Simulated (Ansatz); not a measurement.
# Cd: the cost of one run

Computed with Ansatz 0.2.0 (DFT PBEsol, scalar-relativistic, plane waves, PAW, unless a step's input says otherwise).

## (1) Starting point

The structure is cubic, space group Fm-3m (No. 225). The conventional cell has a = 4.436 Å, b = 4.436 Å, c = 4.436 Å, α = 90.00°, β = 90.00°, γ = 90.00°. Cd (site symmetry m-3m) has 12 Cd at 3.14 Å as nearest neighbours.

Coordinates:

```cif
data_structure
_symmetry_space_group_name_H-M 'P 1'
_symmetry_Int_Tables_number 1
_cell_length_a 3.1369
_cell_length_b 3.1369
_cell_length_c 3.1369
_cell_angle_alpha 60.000
_cell_angle_beta 60.000
_cell_angle_gamma 60.000
_cell_volume 21.83
loop_
_atom_site_label
_atom_site_type_symbol
_atom_site_fract_x
_atom_site_fract_y
_atom_site_fract_z
_atom_site_occupancy
Cd1 Cd 0.00000 0.00000 0.00000 1
```

The structure comes from the Materials Project (structure only).

## (2) A distortion that keeps the symmetry

Against the listed cell: strain xx, yy, zz, yz, xz, xy = +4.9, +4.9, +4.9, +0.0, +0.0, +0.0 %.

Contents of input.yaml:

```yaml
crystal:
  lattice:
    - [0.0, 2.3267947248, 2.3267947248]
    - [2.3267947248, 0.0, 2.3267947248]
    - [2.3267947248, 2.3267947248, 0.0]
  atoms:
    - { symbol: Cd, position: [0.0, 0.0, 0.0] }
basis:
  ecutwfc: 420
kpoints:
  mp_grid: { grid: [16, 16, 16] }
hamiltonian:
  xc: pbesol
scf:
  occupations: { method: gaussian, width: 0.1 }
output:
  forces: true
  stress: true
  eigenvalues: true
  populations: true
```

Launch:

```console
ansatz run input.yaml --threads 1 --pin off --max-ram 1331MiB --backend cpu --events-out ev --progress --plain --runs-dir out
```

What time and memory should one allow on 1 thread of an x86-64 CPU, shared host?

About 6.7 s, with a peak of 0.34 GiB.
